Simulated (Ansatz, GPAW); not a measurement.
Given: the input of a run of Ansatz 0.2.0 on Na. 

The input input.yaml:

```yaml
crystal:
  lattice:
    - [3.70832078, 0.0, 0.0]
    - [-1.2361069264, 3.4962383606, 0.0]
    - [-1.2361069264, -1.7481191797, 3.0278312383]
  atoms:
    - { symbol: Na, position: [0.0, 0.0, 0.0] }
kpoints:
  mp_grid: { grid: [9, 9, 9] }
scf:
  occupations: { method: gaussian, width: 0.05 }
hamiltonian:
  xc: lda
  pseudopotentials: { kind: all_electron, lapw: { basis_error: 0.001 } }
output:
  forces: true
  stress: true
  eigenvalues: true
```

Potentials or basis: all-electron LAPW, scalar-relativistic.

Run with:

```bash
$ ansatz run input.yaml --threads 1 --pin off --max-ram 3072MiB --backend cpu --events-out ev --progress --plain --runs-dir out
```

**Question.** What does the same run look like in GPAW 26.7.0 (ASE script)? Potentials or basis there: the program's PAW data sets (release 1.2.1) made for this functional, cutoff 800 eV.

**Answer.** As run (cutoffs and basis follow the program's own potentials, and thresholds, step limits or extra output files can differ):

run.py

```python
from ase.dft.bandgap import bandgap
from ase.io import read, write
from ase.units import GPa
from gpaw import GPAW, PW

atoms = read('Na.xyz')

calc = GPAW(mode=PW(800),
            xc='LDA',
            kpts={'size': (9, 9, 9), 'gamma': True},
            occupations={'name': 'methfessel-paxton', 'order': 0, 'width': 0.05},
            nbands=10,
            convergence={'density': 1e-05, 'energy': 1e-05},
            maxiter=150,
            txt='gpaw.txt')
atoms.calc = calc
energy = atoms.get_potential_energy()
forces = atoms.get_forces()
stress = atoms.get_stress()
calc.write('gs.gpw')
write('result.traj', atoms)
print(f'Energy: {energy:.6f} eV')
print('Forces (eV/A):')
print(forces.round(4))
print('Stress (GPa):', (stress / GPa).round(3))
print('Fermi level:', round(calc.get_fermi_level(), 4), 'eV')
print(f'Gap: {bandgap(calc)[0]:.4f} eV, direct: {bandgap(calc, direct=True)[0]:.4f} eV')
```

File Na.xyz:

```xyz
1
Lattice="3.7083207800 0.0000000000 0.0000000000 -1.2361069264 3.4962383606 0.0000000000 -1.2361069264 -1.7481191797 3.0278312383" Properties=species:S:1:pos:R:3 pbc="T T T"
Na     0.0000000000      0.0000000000      0.0000000000
```

Potentials or basis: the program's PAW data sets (release 1.2.1) made for this functional, pw.

Launch:

```bash
$ OMP_NUM_THREADS=1 python run.py
```

Both were run:

|  | Ansatz | GPAW |
| --- | --- | --- |
| Pressure | -1.1 GPa | -1.1 GPa |

Where Ansatz's input types no cutoff or centring, it takes its own default and a Γ-centred mesh.

The two programs' LDA may be different fits to the electron gas.

Pressure is positive in compression.
